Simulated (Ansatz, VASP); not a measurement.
## Si2W in VASP and in Ansatz

Contents of INCAR:

```
SYSTEM = Si2W
PREC = Accurate ; ENCUT = 520
EDIFF = 1E-6 ; ISMEAR = 0
SIGMA = 0.03 ; LREAL = .FALSE.
LASPH = .TRUE. ; NELM = 100
ALGO = Normal ; ISIF = 2
LWAVE = .FALSE. ; LCHARG = .TRUE.
GGA = PE ; LELF = .TRUE.
LVHAR = .TRUE. ; NBANDS = 43
```

The input KPOINTS:

```
regular mesh
0
G
  9 9 6
  0 0 0
```

Contents of POSCAR:

```
Si2W
1.0
    4.5199185558      0.0000000000      0.0000000000
   -2.2599592779      3.9143642923      0.0000000000
    0.0000000000      0.0000000000      6.9276791704
Si W
6 3
Direct
    0.8363432358      0.6726864716      0.5000000000
    0.1636567642      0.8363432358      0.8333333333
    0.6726864716      0.8363432358      0.1666666667
    0.1636567642      0.3273135284      0.5000000000
    0.8363432358      0.1636567642      0.8333333333
    0.3273135284      0.1636567642      0.1666666667
    0.0000000000      0.5000000000      0.1666666667
    0.5000000000      0.5000000000      0.8333333333
    0.5000000000      0.0000000000      0.5000000000
```

Input for Ansatz:

```yaml
crystal:
  lattice:
    - [4.5199185558, 0.0, 0.0]
    - [-2.2599592779, 3.9143642923, 0.0]
    - [0.0, 0.0, 6.9276791704]
  atoms:
    - { symbol: Si, position: [0.8363432358, 0.6726864716, 0.5] }
    - { symbol: Si, position: [0.1636567642, 0.8363432358, 0.8333333333] }
    - { symbol: Si, position: [0.6726864716, 0.8363432358, 0.1666666667] }
    - { symbol: Si, position: [0.1636567642, 0.3273135284, 0.5] }
    - { symbol: Si, position: [0.8363432358, 0.1636567642, 0.8333333333] }
    - { symbol: Si, position: [0.3273135284, 0.1636567642, 0.1666666667] }
    - { symbol: W, position: [0.0, 0.5, 0.1666666667] }
    - { symbol: W, position: [0.5, 0.5, 0.8333333333] }
    - { symbol: W, position: [0.5, 0.0, 0.5] }
basis:
  ecutwfc: 420
kpoints:
  mp_grid: { grid: [9, 9, 6] }
hamiltonian:
  xc: pbe
  pseudopotentials: { kind: paw, azcp: { folder: soft_1 } }
scf:
  occupations: { method: gaussian, width: 0.03 }
output:
  forces: true
  stress: true
  eigenvalues: true
```

Alike in both runs: task single point; functional PBE; k mesh 9 × 9 × 6; occupations gaussian, width 0.03 eV; no spin polarisation.

|  | VASP | Ansatz |
| --- | --- | --- |
| version | VASP 6.6.1 | Ansatz 0.2.0 |
| potentials or method | VASP PAW PBE potentials, release 64 (Si, W_sv) | scalar-relativistic, plane waves, PAW |
| plane-wave cutoff (eV) | 520 | 420 |
| valence electrons in the cell | 66 | 66 |

```tsv
	VASP	Ansatz	Ansatz less VASP
gap on the k mesh at the Fermi level (eV)	0.39	0.39	0.000
least direct gap on the mesh (eV)	0.83	0.83	0.000
pressure (GPa)	0.5	0.5	-0.03
largest component of the traceless stress (GPa)	9.90	9.90	-0.002
rms of the force components (eV/Å)	0.034	0.035	+0.0012
```

Atom by atom the forces differ by 0.001 eV/Å (rms over components).

Caveats: spin-orbit coupling is left out, which moves the levels of the heavy elements; an odd mesh through Γ misses points on the zone boundary, where band edges often lie.
